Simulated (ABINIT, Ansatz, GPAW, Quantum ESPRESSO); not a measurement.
**TaAs: 5 runs at one level of theory**

```
CELL_PARAMETERS angstrom
-1.72181 1.72181 5.86794
1.72181 -1.72181 5.86794
1.72181 1.72181 -5.86794
ATOMIC_POSITIONS crystal
Ta 0.49363 0.48643 0.98448
Ta 0.24121 0.74923 0.49441
As 0.08731 0.07299 0.99868
As 0.82544 0.32285 0.48741
```

The cell is a database's computed one, not the measured one.

Atoms were shifted at random by some hundredths of an Å from the given cell, which wasn't relaxed again for these runs.

Alike in all runs: task single point; functional PBEsol; k mesh 11 × 11 × 11; occupations fermi-dirac, width 0.05 eV; no spin polarisation; no spin-orbit coupling. Pressure is positive in compression and, in plane waves, holds the error of the finite cutoff, which Ansatz's Pulay term estimates and takes out.

```
                           program and potentials  plane-wave cutoff (eV)                                                                                                                            notes  pressure (GPa)  largest force (eV/Å)
                               Ansatz, Ansatz PAW                     420  potentials made for PBE, which Ansatz adapts in part; 14 valence electrons an atom on average; Pulay term of +0.04 GPa included           -3.72                 0.507
                         ABINIT, JTH PAW PBE v2.0                     517                                                                 potentials made for PBE; 14 valence electrons an atom on average           -3.63                 0.511
                Quantum ESPRESSO, GBRV 1.5 PBEsol                     762                                                                                           9 valence electrons an atom on average           -3.06                 0.514
GPAW, PAW data sets generated for this functional                     600                                                                                           9 valence electrons an atom on average           -3.11                 0.515
   Ansatz, all-electron LAPW, scalar-relativistic                       -                                                                                                                                -           -3.68                 0.506
```

Force on atom 2 (Ta), eV/Å:

| program and potentials | x | y | z |
| --- | --- | --- | --- |
| Ansatz, Ansatz PAW | -0.497 | 0.100 | 0.009 |
| ABINIT, JTH PAW PBE v2.0 | -0.501 | 0.101 | 0.009 |
| Quantum ESPRESSO, GBRV 1.5 PBEsol | -0.504 | 0.100 | 0.008 |
| GPAW, PAW data sets generated for this functional | -0.505 | 0.101 | 0.008 |
| Ansatz, all-electron LAPW, scalar-relativistic | -0.496 | 0.100 | 0.008 |

The pressure spans -3.72 (Ansatz, Ansatz PAW) to -3.06 GPa (Quantum ESPRESSO, GBRV 1.5 PBEsol), with all-electron results at -3.68.

Differences between rows come from potentials, basis sets and numerical settings, since the functional is the same but for its coding. Runs on potential files found faulty are left out.

The forces hardly depend on the potentials, but the pressure falls into two groups. Both sets with 14 valence electrons an atom lie close to the all-electron value, while both with 9 give a weaker tension. The electron counts suggest that the difference is arsenic's filled d shell, frozen in the smaller sets, with tantalum's outer s and p semicore kept in both. Freezing that shell removes its response to the bonding environment, probably the main source of the pressure offset. Uniform strain changes all Ta–As contacts together, so small errors in their repulsion add up in the pressure, whereas in the force on one atom they partly cancel.

The negative pressure means that the cell is too large for PBEsol at these atomic positions, as would be expected if it came from a functional that binds less tightly, such as PBE. The large forces mainly reflect the imposed displacements and are no sign of an instability of the ideal crystal. Agreement on forces and pressure doesn't test the Weyl nodes for which TaAs is known.
